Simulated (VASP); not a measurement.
# AgCl (Fm-3m) in VASP: notebook, part 2 of 2

VASP 6.6.1. Earlier steps stand in the parts before.

## Step 4: Electric field gradients, PBEsol

This run uses another cell than the first one, of 21.33 Å³/atom.

The input, INCAR:

```
SYSTEM = AgCl
PREC = Accurate ; ENCUT = 520
EDIFF = 1E-8 ; ISMEAR = -1
SIGMA = 0.01 ; LREAL = .False.
LASPH = .True. ; NELM = 80
ALGO = Normal ; ISIF = 2
LWAVE = .False. ; LCHARG = .False.
GGA = PS ; LEFG = .True.
NBANDS = 16
```

The input, KPOINTS:

```
regular mesh
0
Gamma
  9 9 9
  0 0 0
```

The input, POSCAR:

```
AgCl
1.0
    0.0000000000      2.7731500000      2.7731500000
    2.7731500000      0.0000000000      2.7731500000
    2.7731500000      2.7731500000      0.0000000000
Ag Cl
1 1
Direct
    0.5000000000      0.5000000000      0.5000000000
    0.0000000000      0.0000000000      0.0000000000
```

Potentials or basis: VASP PAW PBE potentials, release 64 (Ag, Cl).

Run with:

```
> cat potpaw_PBE.64/Ag/POTCAR potpaw_PBE.64/Cl/POTCAR > POTCAR
> mpirun -np 1 vasp_std > vasp.out
```

OUTCAR:

```text
SYSTEM = AgCl
   PREC = Accurate
   ENCUT = 520
   EDIFF = 1E-8
   ISMEAR = -1
   LREAL = .False.
   LASPH = .True.
   NELM = 80
   ISIF = 2
   GGA = PS

 ion  position               nearest neighbor table
   1  0.500  0.500  0.500-   2 2.77   2 2.77   2 2.77   2 2.77   2 2.77   2 2.77
   2  0.000  0.000  0.000-   1 2.77   1 2.77   1 2.77   1 2.77   1 2.77   1 2.77

  LATTYP: Found a face centered cubic cell.
 ALAT       =     5.5463000000

  Lattice vectors:

 A1 = (   0.0000000000,   2.7731500000,   2.7731500000)
 A2 = (   2.7731500000,   0.0000000000,   2.7731500000)
 A3 = (   2.7731500000,   2.7731500000,   0.0000000000)

Analysis of symmetry for initial positions (statically):
=====================================================================
 Subroutine PRICEL returns:
 Original cell was already a primitive cell.

 Routine SETGRP: Setting up the symmetry group for a
 face centered cubic supercell.

[... 645 lines left out ...]
      direct lattice vectors                 reciprocal lattice vectors
     0.000000000  2.773150000  2.773150000    -0.180300380  0.180300380  0.180300380
     2.773150000  0.000000000  2.773150000     0.180300380 -0.180300380  0.180300380
     2.773150000  2.773150000  0.000000000     0.180300380  0.180300380 -0.180300380

 POSITION                                       TOTAL-FORCE (eV/Angst)
 -----------------------------------------------------------------------------------
      2.77315      2.77315      2.77315         0.000000      0.000000     -0.000000
      0.00000      0.00000      0.00000         0.000000      0.000000      0.000000
 -----------------------------------------------------------------------------------
    total drift:                                0.000000      0.000000      0.000000

  FREE ENERGIE OF THE ION-ELECTRON SYSTEM (eV)
  ---------------------------------------------------
  free  energy   TOTEN  =        -6.0413041354 eV

  energy  without entropy=       -6.0413041354  energy(sigma->0) =       -6.04130414

 Electric field gradients (V/A^2)
---------------------------------------------------------------------
 ion       V_xx      V_yy      V_zz      V_xy      V_xz      V_yz
---------------------------------------------------------------------
   1      -0.000    -0.000    -0.000    -0.000    -0.000    -0.000
   2      -0.000     0.000    -0.000    -0.000    -0.000    -0.000
---------------------------------------------------------------------

 Electric field gradients after diagonalization (V/A^2)
 (convention: |V_zz| > |V_xx| > |V_yy|)
----------------------------------------------------------------------
 ion       V_xx      V_yy      V_zz     asymmetry (V_yy - V_xx)/ V_zz
----------------------------------------------------------------------
   1       0.000     0.000    -0.001       0.000
   2       0.000     0.000    -0.001       0.000
----------------------------------------------------------------------

           NMR quadrupolar parameters

 Cq : quadrupolar parameter    Cq=e*Q*V_zz/h
 eta: asymmetry parameters     (V_yy - V_xx)/ V_zz
 Q  : nuclear electric quadrupole moment in mb (millibarn)
----------------------------------------------------------------------
 ion       Cq(MHz)       eta       Q (mb)
----------------------------------------------------------------------
   1      -0.000       0.000       1.000
   2      -0.000       0.000       1.000
----------------------------------------------------------------------
```

OSZICAR:

```text
N       E                     dE             d eps       ncg     rms          rms(c)
DAV:   1     0.901440733912E+02    0.90144E+02   -0.85969E+03  1120   0.101E+03
DAV:   2    -0.328600351691E+01   -0.93430E+02   -0.85020E+02  1400   0.214E+02
DAV:   3    -0.619154568974E+01   -0.29055E+01   -0.28969E+01  1408   0.388E+01
DAV:   4    -0.620552724262E+01   -0.13982E-01   -0.13980E-01  1416   0.309E+00
DAV:   5    -0.620567659993E+01   -0.14936E-03   -0.14936E-03  1384   0.318E-01    0.643E+00
DAV:   6    -0.604546555731E+01    0.16021E+00   -0.28251E-01  1440   0.704E+00    0.417E+00
DAV:   7    -0.604271031746E+01    0.27552E-02   -0.67828E-02  1312   0.172E+00    0.195E+00
DAV:   8    -0.604130155697E+01    0.14088E-02   -0.40789E-03  1368   0.649E-01    0.292E-01
DAV:   9    -0.604127215408E+01    0.29403E-04   -0.37012E-04  1424   0.263E-01    0.526E-02
DAV:  10    -0.604130236529E+01   -0.30211E-04   -0.52660E-05  1432   0.634E-02    0.114E-02
DAV:  11    -0.604130417520E+01   -0.18099E-05   -0.13583E-06  1440   0.878E-03    0.214E-03
DAV:  12    -0.604130413371E+01    0.41488E-07   -0.77467E-08  1384   0.180E-03    0.829E-04
DAV:  13    -0.604130413545E+01   -0.17376E-08   -0.55224E-09  1184   0.581E-04
   1 F= -.60413041E+01 E0= -.60413041E+01  d E =-.698453E-13
```

stdout:

```text
POSCAR found type information on POSCAR AgCl
 POSCAR found :  2 types and       2 ions
 scaLAPACK will be used
 -----------------------------------------------------------------------------
|                                                                             |
|                                                                             |
|     You enforced a specific xc type in the INCAR file but a different       |
|     I HOPE YOU KNOW WHAT YOU ARE DOING!                                     |
|                                                                             |
 -----------------------------------------------------------------------------

 LDA part: xc-table for (Slater+PW92), standard interpolation
 POSCAR, INCAR and KPOINTS ok, starting setup
 FFT: planning ... GRIDC
 FFT: planning ... GRID_SOFT
 FFT: planning ... GRID
 WAVECAR not read
 entering main loop
ion   1

ion   2
```

Wall time 26 s (1 thread of Intel Xeon Platinum 8488C (Sapphire Rapids), shared host); peak memory 0.17 GiB.

What came out:

```
Free energy                             : -6.0413 eV
Pressure                                : -2.7 GPa
Band gap on the k mesh                  : 0.78 eV (least direct gap 3.00 eV)
Largest electric field gradient by atom : under 0.05 V/Å² on every atom
```

Caveat: semilocal functionals underestimate gaps, and a narrow one can read as zero; the PAW data sets were made with another functional, which shifts forces and pressure a little; an odd mesh through Γ misses points on the zone boundary, where band edges can lie.

## Step 5: Electric field gradients, r2SCAN (20.47 Å³/atom)

This run uses another cell than the first one, of 20.47 Å³/atom.

The input, POSCAR:

```
AgCl
1.0
    0.0000000000      2.7356704056      2.7356704056
    2.7356704056      0.0000000000      2.7356704056
    2.7356704056      2.7356704056      0.0000000000
Ag Cl
1 1
Direct
    0.5000000000      0.5000000000      0.5000000000
    0.0000000000      0.0000000000      0.0000000000
```

The input, INCAR.step1:

```
ALGO = Normal
EDIFF = 1E-4
ENCUT = 520
GGA = PE
ISMEAR = -1
LASPH = True
LCHARG = False
LREAL = False
LWAVE = True
NBANDS = 16
NELM = 100
PREC = Accurate
SIGMA = 0.01
```

The input, INCAR.step2:

```
ALGO = Normal
EDIFF = 1E-8
ENCUT = 520
ISIF = 2
ISMEAR = -1
ISTART = 1
LASPH = True
LCHARG = False
LEFG = True
LMIXTAU = True
LREAL = False
LWAVE = False
METAGGA = R2SCAN
NBANDS = 16
NELM = 100
PREC = Accurate
SIGMA = 0.01
```

The input, KPOINTS:

```
k-points
0
Gamma
  9 9 9
```

Potentials or basis: VASP PAW PBE potentials, release 64 (Ag, Cl).

Run with:

```
> cat potpaw_PBE.64/Ag/POTCAR potpaw_PBE.64/Cl/POTCAR > POTCAR
> cp INCAR.step1 INCAR
> mpirun -np 1 vasp_std > vasp.out
> cp INCAR.step2 INCAR
> mpirun -np 1 vasp_std > vasp.out
```

OUTCAR:

```text
EDIFF = 1E-8
   ENCUT = 520
   ISIF = 2
   ISMEAR = -1
   ISTART = 1
   LASPH = True
   LREAL = False
   METAGGA = R2SCAN
   NELM = 100
   PREC = Accurate

 ion  position               nearest neighbor table
   1  0.500  0.500  0.500-   2 2.74   2 2.74   2 2.74   2 2.74   2 2.74   2 2.74
   2  0.000  0.000  0.000-   1 2.74   1 2.74   1 2.74   1 2.74   1 2.74   1 2.74

  LATTYP: Found a face centered cubic cell.
 ALAT       =     5.4713408112

  Lattice vectors:

 A1 = (   0.0000000000,   2.7356704056,   2.7356704056)
 A2 = (   2.7356704056,   0.0000000000,   2.7356704056)
 A3 = (   2.7356704056,   2.7356704056,   0.0000000000)

Analysis of symmetry for initial positions (statically):
[... 668 lines left out ...]
  energy  without entropy=      -28.6317764968  energy(sigma->0) =      -28.63177650

 Electric field gradients (V/A^2)
---------------------------------------------------------------------
 ion       V_xx      V_yy      V_zz      V_xy      V_xz      V_yz
---------------------------------------------------------------------
   1      -0.000     0.000     0.000    -0.001    -0.001    -0.001
   2       0.000    -0.000     0.000    -0.001    -0.001    -0.001
---------------------------------------------------------------------

 Electric field gradients after diagonalization (V/A^2)
 (convention: |V_zz| > |V_xx| > |V_yy|)
----------------------------------------------------------------------
 ion       V_xx      V_yy      V_zz     asymmetry (V_yy - V_xx)/ V_zz
----------------------------------------------------------------------
   1       0.001     0.001    -0.002       0.000
   2       0.001     0.001    -0.001       0.000
----------------------------------------------------------------------

           NMR quadrupolar parameters

 Cq : quadrupolar parameter    Cq=e*Q*V_zz/h
 eta: asymmetry parameters     (V_yy - V_xx)/ V_zz
 Q  : nuclear electric quadrupole moment in mb (millibarn)
----------------------------------------------------------------------
 ion       Cq(MHz)       eta       Q (mb)
----------------------------------------------------------------------
   1      -0.000       0.000       1.000
   2      -0.000       0.000       1.000
----------------------------------------------------------------------
```

OSZICAR.step1:

```text
N       E                     dE             d eps       ncg     rms          rms(c)
DAV:   1     0.914924389440E+02    0.91492E+02   -0.87477E+03  1120   0.103E+03
DAV:   2    -0.252845026998E+01   -0.94021E+02   -0.86309E+02  1384   0.218E+02
DAV:   3    -0.552872814387E+01   -0.30003E+01   -0.29922E+01  1440   0.392E+01
DAV:   4    -0.554296018518E+01   -0.14232E-01   -0.14231E-01  1368   0.313E+00
DAV:   5    -0.554311024329E+01   -0.15006E-03   -0.15006E-03  1456   0.321E-01    0.691E+00
DAV:   6    -0.537094413340E+01    0.17217E+00   -0.23802E-01  1424   0.645E+00    0.444E+00
DAV:   7    -0.536699599760E+01    0.39481E-02   -0.97209E-02  1368   0.206E+00    0.208E+00
DAV:   8    -0.536624840262E+01    0.74759E-03   -0.42939E-03  1360   0.682E-01    0.315E-01
DAV:   9    -0.536631542577E+01   -0.67023E-04   -0.51178E-04  1448   0.263E-01
   1 F= -.53663154E+01 E0= -.53663154E+01  d E =-.782318E-12
```

It took 1.8 min on 1 thread of Intel Xeon Platinum 8488C (Sapphire Rapids), shared host; peak memory 0.18 GiB.

What came out:

```yaml
Free_energy: -28.6318 eV
Pressure: 2.2 GPa
Band_gap_on_the_k_mesh: 1.48 eV (least direct gap 3.82 eV)
Largest_electric_field_gradient_by_atom: under 0.05 V/Å² on every atom
```

Levels at points of the mesh, in eV from the valence-band top:
| k point | band 5 | band 6 | band 7 | band 8 | band 9 | band 10 | band 11 | band 12 | band 13 | band 14 |
| --- | --- | --- | --- | --- | --- | --- | --- | --- | --- | --- |
| (0.00, 0.00, 0.00) | -2.56 | -2.56 | -2.56 | -2.51 | -2.51 | 1.48 | 11.37 | 11.37 | 11.37 | 12.78 |

Caveat: the PAW data sets were made with another functional, which shifts forces and pressure a little; an odd mesh through Γ misses points on the zone boundary, where band edges can lie.

## Step 6: Electric field gradients, r2SCAN

This run uses another cell than the first one, of 21.33 Å³/atom.

The input, POSCAR:

```
AgCl
1.0
    0.0000000000      2.7731500000      2.7731500000
    2.7731500000      0.0000000000      2.7731500000
    2.7731500000      2.7731500000      0.0000000000
Ag Cl
1 1
Direct
    0.5000000000      0.5000000000      0.5000000000
    0.0000000000      0.0000000000      0.0000000000
```

The input, INCAR.step1:

```
PREC = Accurate
ENCUT = 520
ISMEAR = -1
SIGMA = 0.01
LREAL = False
LASPH = True
NELM = 80
NBANDS = 16
GGA = PE
ALGO = Normal
EDIFF = 1E-4
LWAVE = True
LCHARG = False
```

The input, INCAR.step2:

```
PREC = Accurate
ENCUT = 520
EDIFF = 1E-8
ISMEAR = -1
SIGMA = 0.01
LREAL = False
LASPH = True
NELM = 80
ALGO = Normal
ISIF = 2
LWAVE = False
LCHARG = False
METAGGA = R2SCAN
LMIXTAU = True
LEFG = True
NBANDS = 16
ISTART = 1
```

The input, KPOINTS:

```
Automatic mesh
0
Gamma
  9 9 9
```

Potentials or basis: VASP PAW PBE potentials, release 64 (Ag, Cl).

Run with:

```
> cat potpaw_PBE.64/Ag/POTCAR potpaw_PBE.64/Cl/POTCAR > POTCAR
> cp INCAR.step1 INCAR
> mpirun -np 1 vasp_std > vasp.out
> cp INCAR.step2 INCAR
> mpirun -np 1 vasp_std > vasp.out
```

OUTCAR:

```text
PREC = Accurate
   ENCUT = 520
   EDIFF = 1E-8
   ISMEAR = -1
   LREAL = False
   LASPH = True
   NELM = 80
   ISIF = 2
   METAGGA = R2SCAN
   ISTART = 1

 ion  position               nearest neighbor table
   1  0.500  0.500  0.500-   2 2.77   2 2.77   2 2.77   2 2.77   2 2.77   2 2.77
   2  0.000  0.000  0.000-   1 2.77   1 2.77   1 2.77   1 2.77   1 2.77   1 2.77

  LATTYP: Found a face centered cubic cell.
 ALAT       =     5.5463000000

  Lattice vectors:

 A1 = (   0.0000000000,   2.7731500000,   2.7731500000)
 A2 = (   2.7731500000,   0.0000000000,   2.7731500000)
 A3 = (   2.7731500000,   2.7731500000,   0.0000000000)

Analysis of symmetry for initial positions (statically):
=====================================================================
 Subroutine PRICEL returns:
 Original cell was already a primitive cell.

 Routine SETGRP: Setting up the symmetry group for a
 face centered cubic supercell.

 Subroutine GETGRP returns: Found 48 space group operations
[... 645 lines left out ...]
     0.000000000  2.773150000  2.773150000    -0.180300380  0.180300380  0.180300380
     2.773150000  0.000000000  2.773150000     0.180300380 -0.180300380  0.180300380
     2.773150000  2.773150000  0.000000000     0.180300380  0.180300380 -0.180300380

 POSITION                                       TOTAL-FORCE (eV/Angst)
 -----------------------------------------------------------------------------------
      2.77315      2.77315      2.77315        -0.000000      0.000000      0.000000
      0.00000      0.00000      0.00000         0.000000     -0.000000     -0.000000
 -----------------------------------------------------------------------------------
    total drift:                                0.000000      0.000000      0.000000

  FREE ENERGIE OF THE ION-ELECTRON SYSTEM (eV)
  ---------------------------------------------------
  free  energy   TOTEN  =       -28.6432120705 eV

  energy  without entropy=      -28.6432120705  energy(sigma->0) =      -28.64321207

 Electric field gradients (V/A^2)
---------------------------------------------------------------------
 ion       V_xx      V_yy      V_zz      V_xy      V_xz      V_yz
---------------------------------------------------------------------
   1      -0.000     0.000     0.000    -0.000    -0.000    -0.000
   2      -0.000    -0.000     0.000    -0.000    -0.000    -0.000
---------------------------------------------------------------------

 Electric field gradients after diagonalization (V/A^2)
 (convention: |V_zz| > |V_xx| > |V_yy|)
----------------------------------------------------------------------
 ion       V_xx      V_yy      V_zz     asymmetry (V_yy - V_xx)/ V_zz
----------------------------------------------------------------------
   1       0.000     0.000    -0.001       0.000
   2       0.000     0.000    -0.001       0.000
----------------------------------------------------------------------

           NMR quadrupolar parameters

 Cq : quadrupolar parameter    Cq=e*Q*V_zz/h
 eta: asymmetry parameters     (V_yy - V_xx)/ V_zz
 Q  : nuclear electric quadrupole moment in mb (millibarn)
----------------------------------------------------------------------
 ion       Cq(MHz)       eta       Q (mb)
----------------------------------------------------------------------
   1      -0.000       0.000       1.000
   2      -0.000       0.000       1.000
----------------------------------------------------------------------
```

OUTCAR.step1:

```text
PREC = Accurate
   ENCUT = 520
   ISMEAR = -1
   LREAL = False
   LASPH = True
[... 677 lines left out ...]
      2.77315      2.77315      2.77315        -0.000000      0.000000      0.000000
      0.00000      0.00000      0.00000         0.000000     -0.000000     -0.000000
 -----------------------------------------------------------------------------------
    total drift:                                0.000000      0.000000      0.000000

  FREE ENERGIE OF THE ION-ELECTRON SYSTEM (eV)
  ---------------------------------------------------
  free  energy   TOTEN  =        -5.3943646563 eV

  energy  without entropy=       -5.3943646563  energy(sigma->0) =       -5.39436466
```

OSZICAR.step1:

```text
N       E                     dE             d eps       ncg     rms          rms(c)
DAV:   1     0.915752772773E+02    0.91575E+02   -0.86301E+03  1120   0.102E+03
DAV:   2    -0.262858984528E+01   -0.94204E+02   -0.85782E+02  1392   0.215E+02
DAV:   3    -0.556328874511E+01   -0.29347E+01   -0.29261E+01  1416   0.390E+01
DAV:   4    -0.557756256147E+01   -0.14274E-01   -0.14272E-01  1416   0.311E+00
DAV:   5    -0.557771957855E+01   -0.15702E-03   -0.15702E-03  1392   0.326E-01    0.616E+00
DAV:   6    -0.539888819012E+01    0.17883E+00   -0.24515E-01  1400   0.643E+00    0.399E+00
DAV:   7    -0.539497159736E+01    0.39166E-02   -0.96474E-02  1400   0.206E+00    0.197E+00
DAV:   8    -0.539428468415E+01    0.68691E-03   -0.45932E-03  1384   0.696E-01    0.313E-01
DAV:   9    -0.539436465626E+01   -0.79972E-04   -0.48823E-04  1440   0.274E-01
   1 F= -.53943647E+01 E0= -.53943647E+01  d E =-.124597E-13
```

Run time: 97 s. Hardware: 1 thread of Intel Xeon Platinum 8488C (Sapphire Rapids), shared host; peak memory 0.18 GiB.

Results:

```
Free energy                             : -28.6432 eV
Pressure                                : -0.1 GPa
Band gap on the k mesh                  : 1.47 eV (least direct gap 3.66 eV)
Largest electric field gradient by atom : under 0.05 V/Å² on every atom
```

Caveat: the PAW data sets were made with another functional, which shifts forces and pressure a little; an odd mesh through Γ misses points on the zone boundary, where band edges can lie.

## Step 7: The runs side by side

| level | potentials or basis | U | cell | cutoff (eV) | smearing | gap on the mesh (eV) | pressure (GPa) |
| --- | --- | --- | --- | --- | --- | --- | --- |
| PBE+U | VASP PAW PBE potentials, release 64 (Ag_sv_GW, Cl) | Ag d U = 1.0 eV | a = 3.973 Å, angles 60.0°, 2 atoms | 470 | tetrahedron | 1.11 | -1.5 |
| LDA | VASP PAW LDA potentials, release 64 (Ag, Cl) | - | a = 3.922 Å, angles 60.0°, 2 atoms | 520 | fermi-dirac 0.01 eV | 0.69 | -5.6 |
| PBEsol | VASP PAW PBE potentials, release 64 (Ag, Cl) | - | a = 3.922 Å, angles 60.0°, 2 atoms | 520 | fermi-dirac 0.01 eV | 0.78 | -2.7 |
| r2SCAN | VASP PAW PBE potentials, release 64 (Ag, Cl) | - | a = 3.869 Å, angles 60.0°, 2 atoms | 520 | fermi-dirac 0.01 eV | 1.48 | 2.2 |
| r2SCAN | VASP PAW PBE potentials, release 64 (Ag, Cl) | - | a = 3.922 Å, angles 60.0°, 2 atoms | 520 | fermi-dirac 0.01 eV | 1.47 | -0.1 |

Alike in all rows: task electric field gradients; no spin polarisation; k mesh 9 × 9 × 9.

Caveats: an odd mesh through Γ misses points on the zone boundary, where band edges can lie; the PAW data sets were made with another functional, which shifts forces and pressure a little (at least some runs); semilocal functionals underestimate gaps, and a narrow one can read as zero (at least some runs); the cell stands under tension (at least some runs).

Absolute energies hang on the potentials; compare differences alone.

## Step 8: Comparison with measurements

Step 6. A measured gap of AgCl is 3.249 eV (indirect; a printed reference work, data compilation); the calculated 1.47 eV misses it by -1.78 eV. So large a miss can be the level of theory's own, or it may mean another phase, state or a wrong row. Spin-orbit coupling on Ag is left out. The value is that of r2SCAN on a finite k mesh, which can miss the band edges, without temperature or zero-point motion.
